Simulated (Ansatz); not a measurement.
A generator proposed this cell of Sn₂Ge.

```xyz
6
Lattice="4.1430 0.0000 0.0000 -2.0715 3.5880 0.0000 0.0000 0.0000 10.1483" Properties=species:S:1:pos:R:3 pbc="T T T"
Sn    0.0000    2.3920    5.4970
Sn    2.0715    1.1960    2.1142
Sn    2.0715    1.1960    4.6513
Sn    0.0000    2.3920    8.0341
Ge    0.0000    0.0000    8.8798
Ge    0.0000    0.0000    1.2685
```

Theory: DFT PBE, scalar-relativistic, plane waves, PAW in Ansatz. Plane waves to 420 eV, a k mesh through Γ of 6×6×2 on the computed 6-atom cell and Gaussian smearing (0.10 eV); no spin polarisation.

The zero of energy is the elements' standard structures at the same level; no fitted shifts are applied. The references include grey tin.

Task: What does a single point on this coarse mesh give?

Result: The pressure is 20.2 GPa (the mean over three directions, positive in compression), the largest force is 2.00 eV/Å, and the energy is +0.47 eV/atom against the elements. The shortest distance is 2.54 Å.

Task: Is it a good guess?

Result: A rough one: relaxing gains about 0.43 eV/atom (the start's value is from the coarse mesh, so the gain is rough) in 10 ionic steps and ends at +0.04 eV/atom on the finer mesh. The symmetry stays P-3m1 (No. 164). The volume per atom grows by 28.4 %, from 25.1 to 32.3 Å³. The shortest distance goes from 2.54 Å (Sn–Ge, Ge–Ge and Sn–Sn) to 2.51 Å (Ge–Ge). Conventional cell: a = 4.498 Å, c = 11.057 Å. Sn on its first site is surrounded by 4 Sn at 2.81–2.87 Å; Sn on its second site is surrounded by 3 Ge at 2.74 Å and 1 Sn at 2.87 Å; Ge is surrounded by 1 Ge at 2.51 Å and 3 Sn at 2.74 Å.

The last run used a 12×12×4 mesh (in the run's order of axes) for its 6-atom cell and Gaussian smearing of 0.10 eV. The relaxation can't lower the symmetry of the start, and the grade says only how near the guess is to its own end. A later test with randomly moved atoms came back to the same energy, though modes that don't fit the test's cell weren't probed.
